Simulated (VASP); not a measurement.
Method: PBE GGA, VASP's PBE PAW potentials (set 64) (plane waves; VASP 6.6.1).

VASP ran on this input.

KPOINTS:
```
Automatic mesh
0
Gamma
12 12 9
0 0 0
```

POSCAR:
```
CoPt
1
    2.6900000000     0.0000000000     0.0000000000
    0.0000000000     2.6900000000     0.0000000000
    0.0000000000     0.0000000000     3.7000000000
Co Pt
1 1
Direct
  0.0000000000   0.0000000000   0.0000000000
  0.5000000000   0.5000000000   0.5000000000
```

### INCAR
```
SYSTEM = CoPt
PREC = Accurate
ENCUT = 400
EDIFF = 1E-6
NELM = 100
ALGO = Normal
LREAL = .FALSE.
LASPH = .TRUE.
ISMEAR = 1
SIGMA = 0.1
GGA = PE
LMAXMIX = 6
ISPIN = 2
MAGMOM = 2.0 0.0
LORBIT = 10
LWAVE = .FALSE.
LCHARG = .FALSE.
ISIF = 2
NUPDOWN = 2
```

POTCAR, in this order: Co Pt (PBE.64 set). Program: vasp_std.

What VASP printed:

OSZICAR:
```
       N       E                     dE             d eps       ncg     rms          rms(c)
DAV:   1     0.866122408072E+02    0.86612E+02   -0.74983E+03  8120   0.121E+03
DAV:   2    -0.116372823644E+02   -0.98250E+02   -0.90615E+02  8272   0.256E+02
DAV:   3    -0.146763740415E+02   -0.30391E+01   -0.29567E+01  9208   0.555E+01
DAV:   4    -0.147150438583E+02   -0.38670E-01   -0.38630E-01  9362   0.547E+00
DAV:   5    -0.147161224068E+02   -0.10785E-02   -0.10785E-02  9500   0.964E-01    0.161E+01
DAV:   6    -0.162176411307E+02   -0.15015E+01   -0.15378E+01  8110   0.943E+01    0.214E+01
DAV:   7    -0.133693394428E+02    0.28483E+01   -0.92699E+00  9864   0.893E+01    0.728E+00
DAV:   8    -0.133355024916E+02    0.33837E-01   -0.44018E-01  9090   0.895E+00    0.324E+00
DAV:   9    -0.132893743015E+02    0.46128E-01   -0.72440E-02 10818   0.634E+00    0.134E+00
DAV:  10    -0.132864206233E+02    0.29537E-02   -0.12089E-02 11730   0.175E+00    0.273E-01
DAV:  11    -0.132862589040E+02    0.16172E-03   -0.12191E-03 10554   0.591E-01    0.167E-01
DAV:  12    -0.132861448945E+02    0.11401E-03   -0.11148E-04 10856   0.239E-01    0.729E-02
DAV:  13    -0.132861356778E+02    0.92167E-05   -0.22356E-05 10772   0.714E-02    0.295E-02
DAV:  14    -0.132861293594E+02    0.63185E-05   -0.11301E-05  9502   0.544E-02    0.125E-02
DAV:  15    -0.132861306310E+02   -0.12717E-05   -0.36187E-06  4950   0.256E-02    0.505E-03
DAV:  16    -0.132861306144E+02    0.16628E-07   -0.53227E-07  4208   0.114E-02
   1 F= -.13286131E+02 E0= -.13285998E+02  d E =-.397749E-03  mag=     2.0000
```

OUTCAR:
```
------------------------ aborting loop because EDIFF is reached ----------------------------------------
  FORCE on cell =-STRESS in cart. coord.  units (eV):
  Direction    XX          YY          ZZ          XY          YZ          ZX
  --------------------------------------------------------------------------------------
  Total       -0.0945636     -0.0945636      0.2287263      0.0000000      0.0000000     -0.0000000
  in kB       -5.6588533     -5.6588533     13.6873801      0.0000000      0.0000000     -0.0000000
  external PRESSURE =       0.7898912 kB  Pullay stress =       0.0000000 kB
  volume of cell :       26.77
      direct lattice vectors                 reciprocal lattice vectors
     2.690000000  0.000000000  0.000000000     0.371747212  0.000000000  0.000000000
     0.000000000  2.690000000  0.000000000     0.000000000  0.371747212  0.000000000
     0.000000000  0.000000000  3.700000000     0.000000000  0.000000000  0.270270270
 POSITION                                       TOTAL-FORCE (eV/Angst)
 -----------------------------------------------------------------------------------
      0.00000      0.00000      0.00000         0.000000      0.000000      0.000000
      1.34500      1.34500      1.85000         0.000000      0.000000      0.000000
 -----------------------------------------------------------------------------------
    total drift:                                0.000000     -0.000000     -0.000000
  FREE ENERGIE OF THE ION-ELECTRON SYSTEM (eV)
  ---------------------------------------------------
  free  energy   TOTEN  =       -13.2861306144 eV

  energy  without entropy=      -13.2857328657  energy(sigma->0) =      -13.28599803

 total charge

# of ion       s       p       d       tot
------------------------------------------
    1        0.406   0.436   7.224   8.066
    2        0.712   0.661   8.038   9.411
--------------------------------------------------
tot          1.118   1.097  15.262  17.477

 magnetization (x)

# of ion       s       p       d       tot
------------------------------------------
    1       -0.005  -0.016   1.758   1.737
    2       -0.017  -0.060   0.363   0.286
--------------------------------------------------
tot         -0.022  -0.076   2.121   2.023
```
(Selected blocks of OUTCAR.)

**OUTCAR**
```
 val. band max:       10.5849085235   @ k =   0.3333   0.0833   0.3333

 cond. band min:      10.3167481239   @ k =   0.5000   0.3333   0.3333


 Fermi energy:        10.3157211918

 spin component 1

 k-point     1 :       0.0000    0.0000    0.0000
  band No.  band energies     occupation
      1       0.8478      1.00000
      2       4.2455      1.00000
      3       4.2834      1.00000
      4       7.2367      1.00000
      5       7.2367      1.00000
      6       7.7569      1.00000
      7       8.6722      1.00000
      8       9.0345      1.00000
      9      10.0902      1.00322
     10      10.1968      1.03525
     11      10.1968      1.03525
     12      12.8577      0.00000
     13      20.4299      0.00000
     14      22.5688      0.00000

 k-point     2 :       0.0833    0.0000    0.0000
  band No.  band energies     occupation
      1       1.0341      1.00000
      2       4.3292      1.00000
      3       4.4299      1.00000
      4       7.1494      1.00000
      5       7.2884      1.00000
      6       7.8023      1.00000
      7       8.6270      1.00000
      8       9.0323      1.00000
      9       9.6563      1.00000
     10       9.9256      1.00000
     11      10.1512      1.02100
     12      13.5835      0.00000
     13      20.2526      0.00000
     14      21.6800      0.00000

 k-point     3 :       0.1667    0.0000    0.0000
  band No.  band energies     occupation
      1       1.5629      1.00000
      2       4.5275      1.00000
      3       4.8884      1.00000
      4       6.8906      1.00000
      5       7.4396      1.00000
      6       7.9052      1.00000
      7       8.5008      1.00000
      8       8.7829      1.00000
      9       9.0570      1.00000
     10       9.5117      1.00000
     11      10.0162      1.00010
     12      15.0299      0.00000
     13      18.9824      0.00000
     14      20.8072      0.00000

...
```

Unless said otherwise, spin-orbit coupling is left out, though it shifts the bands of the heavy elements here.

The compound is CoPt in the L1_0 structure. The cell was not relaxed at this level. The run is one of a series of settings (NUPDOWN = 2 against the base run), some of them coarse on purpose.
